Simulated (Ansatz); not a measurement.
# TiAl3: the cost of one run

Program: Ansatz 0.2.0. Level of theory: DFT PBE, scalar-relativistic, plane waves, PAW. These are calculated values, not measurements.

1 further run of the same task is left out (it didn't finish).

### Step 1. The system as given

It takes space group P4mm (No. 99, tetragonal). The conventional cell has a = 3.736 Å, b = 3.736 Å, c = 4.703 Å, α = 90.00°, β = 90.00°, γ = 90.00°. Ti (site symmetry 4mm) is surrounded by 2 Al at 2.26 to 2.45 Å. Al (site symmetry 2mm) has 2 Al at 1.95 Å as nearest neighbours. Around Al (site symmetry 4mm) lie 4 Al at 1.95 Å.

As a file:

```cif
data_structure
_symmetry_space_group_name_H-M 'P 1'
_symmetry_Int_Tables_number 1
_cell_length_a 3.7359
_cell_length_b 3.7359
_cell_length_c 4.7026
_cell_angle_alpha 90.000
_cell_angle_beta 90.000
_cell_angle_gamma 90.000
_cell_volume 65.64
loop_
_atom_site_label
_atom_site_type_symbol
_atom_site_fract_x
_atom_site_fract_y
_atom_site_fract_z
_atom_site_occupancy
Ti1 Ti 0.50000 0.50000 0.94382 1
Al1 Al 0.50000 0.00000 0.34544 1
Al2 Al 0.00000 0.50000 0.34544 1
Al3 Al 0.50000 0.50000 0.46399 1
```

A structure generator made this guess: random cell by space group and Wyckoff sites (P4mm, No. 99). Lengths come from tabulated atomic sizes and are only a guess.

### Step 2. Probe: one point on a coarse mesh

File input.yaml:

```yaml
crystal:
  lattice:
    - [3.73592868, 0.0, 0.0]
    - [0.0, 3.73592868, 0.0]
    - [0.0, 0.0, 4.7026464]
  atoms:
    - { symbol: Ti, position: [0.5, 0.5, 0.94382199] }
    - { symbol: Al, position: [0.5, 0.0, 0.34544388] }
    - { symbol: Al, position: [0.0, 0.5, 0.34544388] }
    - { symbol: Al, position: [0.5, 0.5, 0.46398639] }
basis:
  ecutwfc: 420
kpoints:
  mp_grid: { grid: [6, 6, 4] }
hamiltonian:
  xc: pbe
scf:
  occupations: { method: gaussian, width: 0.1 }
  lower_state_search: "off"
output:
  forces: true
  stress: true
  eigenvalues: true
```

On the command line:

```
> ansatz run input.yaml --threads 1 --pin off --max-ram 2560MiB --backend cpu --events-out ev --progress --plain --runs-dir out
```

Q: Estimate wall time and peak memory on 1 thread of Intel Xeon at 2.70GHz, shared host.

About 4.5 s, with a peak of 0.36 GiB.
